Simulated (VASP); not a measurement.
# Mn (P3_121) in VASP: a series of runs, part 2 of 2

VASP 6.6.1.

## Step 3: Single point, PBEsol, collinear spin, typed start

This run uses another cell than the first one, of 10.42 Å³/atom, 0.784 times its volume.

INCAR reads:

```
PREC = Accurate
ENCUT = 520
EDIFF = 1E-6
ISMEAR = 0
SIGMA = 0.1
LREAL = False
LASPH = True
NELM = 150
ALGO = Normal
ISIF = 2
LWAVE = False
LCHARG = False
ISPIN = 2
MAGMOM = 0.39 0.39 0.39
LORBIT = 11
LMAXMIX = 4
GGA = PS
NBANDS = 30
```

KPOINTS reads:

```
regular mesh
0
Gamma
  6 6 4
```

POSCAR reads:

```
Mn
1.0
    3.9474752171      0.0000000000      0.0000000000
   -1.9737376086      3.4186138188      0.0000000000
    0.0000000000      0.0000000000      2.3156648142
Mn
3
Direct
    0.3333995847      0.0000000000      0.3333333333
    0.0000000000      0.3333995847      0.6666666667
    0.6666004153      0.6666004153      0.0000000000
```

Potentials or basis: VASP PAW PBE potentials, release 64 (Mn_pv).

The run is started by

```sh
$ cat potpaw_PBE.64/Mn_pv/POTCAR > POTCAR
$ mpirun -np 1 vasp_std > vasp.out
```

OUTCAR:

```text
PREC = Accurate
   ENCUT = 520
   EDIFF = 1E-6
   ISMEAR = 0
   LREAL = False
   LASPH = True
   NELM = 150
   ISIF = 2
   ISPIN = 2
   LORBIT = 11
   GGA = PS

 ion  position               nearest neighbor table
   1  0.333  0.000  0.333-   3 2.41   3 2.41   2 2.41   2 2.41   3 2.41   2 2.41   2 2.75   2 2.75
                             3 2.75   3 2.75   2 2.75   3 2.75
   2  0.000  0.333  0.667-   3 2.41   3 2.41   1 2.41   1 2.41   3 2.41   1 2.41   1 2.75   1 2.75
                             3 2.75   3 2.75   1 2.75   3 2.75
   3  0.667  0.667  0.000-   2 2.41   1 2.41   2 2.41   1 2.41   1 2.41   2 2.41   2 2.75   1 2.75
[... 1816 lines left out ...]
  energy-cutoff  :      520.00
  volume of cell :       31.25
      direct lattice vectors                 reciprocal lattice vectors
     3.947475217  0.000000000  0.000000000     0.253326480  0.146258111  0.000000000
    -1.973737609  3.418613819  0.000000000     0.000000000  0.292516222  0.000000000
     0.000000000  0.000000000  2.315664814     0.000000000  0.000000000  0.431841428

 POSITION                                       TOTAL-FORCE (eV/Angst)
 -----------------------------------------------------------------------------------
      1.31609      0.00000      0.77189        -0.003041      0.000000      0.000000
     -0.65804      1.13976      1.54378         0.001521     -0.002634     -0.000000
      1.31569      2.27885      0.00000         0.001521      0.002634     -0.000000
 -----------------------------------------------------------------------------------
    total drift:                                0.000000     -0.000000      0.000000

  FREE ENERGIE OF THE ION-ELECTRON SYSTEM (eV)
  ---------------------------------------------------
  free  energy   TOTEN  =       -28.7006884154 eV

  energy  without entropy=      -28.6691963712  energy(sigma->0) =      -28.68494239

 total charge

# of ion       s       p       d       tot
------------------------------------------
    1        0.435   6.437   5.176  12.048
    2        0.435   6.437   5.176  12.048
    3        0.435   6.437   5.176  12.048
--------------------------------------------------
tot          1.304  19.312  15.528  36.144

 magnetization (x)

# of ion       s       p       d       tot
------------------------------------------
    1        0.000   0.000  -0.008  -0.008
    2        0.000   0.000  -0.008  -0.008
    3        0.000   0.000  -0.008  -0.008
--------------------------------------------------
tot          0.000   0.000  -0.025  -0.025
```

OSZICAR:

```text
N       E                     dE             d eps       ncg     rms          rms(c)
DAV:   1     0.438189426264E+03    0.43819E+03   -0.21691E+04  2904   0.183E+03
DAV:   2    -0.111559687188E+02   -0.44935E+03   -0.43051E+03  2886   0.500E+02
DAV:   3    -0.339797678518E+02   -0.22824E+02   -0.22463E+02  3018   0.131E+02
DAV:   4    -0.342515515862E+02   -0.27178E+00   -0.27172E+00  3216   0.147E+01
[... 22 lines left out ...]
DAV:  27    -0.287006737539E+02    0.99542E-05   -0.31480E-06  2148   0.157E-02    0.112E-01
DAV:  28    -0.287007069526E+02   -0.33199E-04   -0.27938E-05  2744   0.473E-02    0.107E-01
DAV:  29    -0.287007114233E+02   -0.44707E-05   -0.17430E-05  2994   0.404E-02    0.663E-02
DAV:  30    -0.287006885986E+02    0.22825E-04   -0.74282E-05  3090   0.850E-02    0.271E-02
DAV:  31    -0.287006884154E+02    0.18325E-06   -0.35208E-06  2570   0.168E-02
   1 F= -.28700688E+02 E0= -.28684942E+02  d E =-.314920E-01  mag=    -0.0241
```

Wall time 44 s (1 thread of Intel Xeon 6975P-C (Granite Rapids), shared host); peak memory 0.17 GiB.

Results:

- Free energy: -28.7007 eV
- Pressure: 0.2 GPa
- Largest force: 0.003 eV/Å
- Band gap on the k mesh: none (metal or under the smearing width)
- Net moment: -0.02 μB per cell
- Valence electrons inside the program's atomic spheres: Mn 12.05

Forces in eV/Å, atoms in the order of the input:
```
Mn  -0.003  0.000  0.000
Mn   0.002 -0.003  0.000
Mn   0.002  0.003  0.000
```

Levels at points of the mesh, in eV from the Fermi level:
Spin up:
```
           k point  band 17  band 18  band 19  band 20  band 21  band 22
(0.00, 0.00, 0.00)    -1.96    -1.54    -1.54     0.35     0.35     0.73
(0.50, 0.00, 0.00)    -2.56     0.06     0.06     0.37     0.43     0.67
(0.00, 0.00, 0.50)    -3.19     0.40     0.40     0.40     0.40     1.50
(0.50, 0.00, 0.50)    -1.92     0.09     0.09     0.25     0.51     0.98
```
Spin down:
```tsv
k point	band 16	band 17	band 18	band 19	band 20	band 21	band 22	band 23
(0.00, 0.00, 0.00)	-2.92	-1.97	-1.55	-1.55	0.34	0.34	0.72	0.72
(0.50, 0.00, 0.00)	-2.57	-2.57	0.06	0.06	0.37	0.43	0.67	0.67
(0.00, 0.00, 0.50)	-3.20	-3.20	0.39	0.39	0.39	0.40	1.49	1.49
(0.50, 0.00, 0.50)	-1.93	-1.92	0.08	0.08	0.24	0.50	0.98	1.29
```

Caveat: the k mesh is coarse (spacing up to 0.68 Å⁻¹), so the values aren't converged; the PAW data sets were made with another functional, which shifts forces and pressure a little.

## Step 4: Relaxation of cell and atoms, PBEsol, collinear spin, typed start

INCAR reads:

```
PREC = Accurate ; ENCUT = 600
EDIFF = 1E-7 ; ISMEAR = 0
SIGMA = 0.1 ; LREAL = F
LASPH = T ; NELM = 150
ALGO = Normal ; ISIF = 3
LWAVE = F ; LCHARG = F
ISPIN = 2 ; MAGMOM = 0.39 0.39 0.39
LORBIT = 11 ; LMAXMIX = 4
GGA = PS ; IBRION = 2
NSW = 90 ; EDIFFG = -0.04
```

KPOINTS is that of step 3.

POSCAR reads:

```
Mn
1.0
    3.4358319153      0.0000000000      0.0000000000
   -1.7179159577      2.9755177218      0.0000000000
    0.0000000000      0.0000000000      3.8980663219
Mn
3
Direct
    0.2254000000      0.0000000000      0.3333333333
    0.0000000000      0.2254000000      0.6666666667
    0.7746000000      0.7746000000      0.0000000000
```

The run is started by

```sh
$ cat potpaw_PBE.64/Mn_pv/POTCAR > POTCAR
$ mpirun -np 1 vasp_std > vasp.out
```

It took 13 min on 1 thread of Intel Xeon 6975P-C (Granite Rapids), shared host; peak memory 0.21 GiB.

It converged, with:

- Free energy: -28.6999 eV
- Relaxed volume: 10.40 Å³/atom
- Relaxed cell: a = 3.941 Å, b = 3.941 Å, c = 2.320 Å, α = 90.00°, β = 90.00°, γ = 120.00°
- Space group after relaxing (to 0.05 Å): R-3m (No. 166)
- Energy gained by relaxing: 1540.7 meV/atom
- Ionic steps: 42
- Pressure after relaxing: 0.5 GPa
- Largest force after relaxing: 0.003 eV/Å
- Band gap on the k mesh: none (metal or under the smearing width)
- Net moment: 0.01 μB per cell
- Valence electrons inside the program's atomic spheres: Mn 12.05

Forces in eV/Å, atoms in the order of the input:
```
Mn  -0.003  0.000  0.000
Mn   0.002 -0.003  0.000
Mn   0.002  0.003  0.000
```

Stress tensor (GPa, compression positive):
```
0.60 0.00 0.00
0.00 0.60 0.00
0.00 0.00 0.34
```

The path:
| step | energy change (eV) | largest force (eV/Å) | pressure (GPa) | volume (Å³) |
| --- | --- | --- | --- | --- |
| 1 | 0.0000 | 6.1771 | 16.07 | 39.85 |
| 3 | -1.0795 | 1.0311 | -22.83 | 43.12 |
| 5 | -2.2578 | 0.5175 | 5.05 | 33.75 |
| 7 | -2.3311 | 0.0078 | -2.04 | 34.45 |
| 9 | -2.3701 | 0.2489 | 2.81 | 33.79 |
| 11 | -2.3875 | 0.5742 | 15.22 | 32.41 |
| 13 | -2.3993 | 0.6739 | 16.58 | 32.28 |
| 15 | -2.4711 | 0.9339 | 23.51 | 31.67 |
| 17 | -2.5746 | 1.8630 | 35.80 | 30.70 |
| 19 | -2.7135 | 2.5066 | 45.50 | 30.17 |
| 21 | -2.6892 | 2.6342 | 48.42 | 30.05 |
| 23 | -3.1057 | 2.3359 | 35.86 | 30.98 |
| 25 | -3.3789 | 1.9678 | 19.46 | 32.52 |
| 27 | -3.6916 | 1.0287 | -11.04 | 35.40 |
| 29 | -3.7631 | 1.1820 | -6.63 | 34.68 |
| 31 | -4.2022 | 0.6854 | -7.42 | 33.10 |
| 33 | -4.5603 | 0.1040 | -0.11 | 31.26 |
| 35 | -4.5982 | 0.0298 | -1.41 | 31.35 |
| 37 | -4.6133 | 0.0290 | -3.77 | 31.62 |
| 39 | -4.6201 | 0.0245 | 0.68 | 31.17 |
| 41 | -4.6218 | 0.0163 | 0.50 | 31.21 |
| 42 | -4.6221 | 0.0030 | 0.51 | 31.20 |

Final structure:
```yaml
crystal:
  lattice:
    - [3.94053, 0.00000, 0.00000]
    - [-1.97026, 3.41260, 0.00000]
    - [0.00000, 0.00000, 2.31981]
  atoms:
    - { symbol: Mn, position: [0.33338, 0.00000, 0.33333] }
    - { symbol: Mn, position: [0.00000, 0.33338, 0.66667] }
    - { symbol: Mn, position: [0.66663, 0.66662, 0.00000] }
```

Levels at points of the mesh, in eV from the Fermi level:
Spin up:
```tsv
k point	band 15	band 16	band 17	band 18	band 19	band 20	band 21	band 22	band 23	band 24
(0.00, 0.00, 0.00)	-2.92	-2.92	-1.95	-1.56	-1.56	0.34	0.34	0.71	0.71	0.71
(0.50, 0.00, 0.00)	-2.61	-2.56	-2.56	0.04	0.04	0.40	0.42	0.66	0.66	0.73
(0.00, 0.00, 0.50)	-3.20	-3.20	-3.20	0.41	0.41	0.41	0.41	1.51	1.51	1.96
(0.50, 0.00, 0.50)	-3.17	-1.94	-1.94	0.08	0.09	0.25	0.52	0.95	1.29	1.29
```
Spin down:
```tsv
k point	band 17	band 18	band 19	band 20	band 21	band 22
(0.00, 0.00, 0.00)	-1.94	-1.56	-1.56	0.34	0.34	0.71
(0.50, 0.00, 0.00)	-2.55	0.04	0.04	0.40	0.42	0.66
(0.00, 0.00, 0.50)	-3.20	0.41	0.41	0.41	0.41	1.51
(0.50, 0.00, 0.50)	-1.93	0.09	0.09	0.26	0.52	0.95
```

Caveat: the k mesh is coarse (spacing up to 0.40 Å⁻¹), so the values aren't converged; the volume moved by over 15 % at a fixed basis, so the end points are rough; the PAW data sets were made with another functional, which shifts forces and pressure a little.

## Step 5: Summary

| task | cell | k mesh | cutoff (eV) | mesh quality | gap on the mesh (eV) | pressure (GPa) | moment (μB) |
| --- | --- | --- | --- | --- | --- | --- | --- |
| single point | P3_121, 13.28 Å³/atom | 6 × 6 × 6 | 520 | not flagged | none | 16.1 | 1.32 |
| single point | R-3m, 10.42 Å³/atom | 6 × 6 × 4 | 520 | coarse | none | 0.2 | 0.02 |
| relaxation of cell and atoms | relaxed | 6 × 6 × 4 | 600 | coarse | none | 0.5 | 0.01 |

Alike in all rows: level PBEsol; potentials or basis VASP PAW PBE potentials, release 64 (Mn_pv); spin collinear, typed start; smearing gaussian 0.1 eV.

Caveats: some runs use coarse meshes; the PAW data sets were made with another functional, which shifts forces and pressure a little (some runs); so large a pressure means that the cell lies far from this level's equilibrium, or that cutoff or potentials fall short (some runs); the potentials were made for another functional, which shifts forces and pressure (some runs); the moment fell far below its start of 4 μB, so a state of higher moment may lie lower in energy (some runs); the volume moved by over 15 % at a fixed basis, so the end points are rough (some runs).

Absolute energies hang on the potentials; compare differences alone.
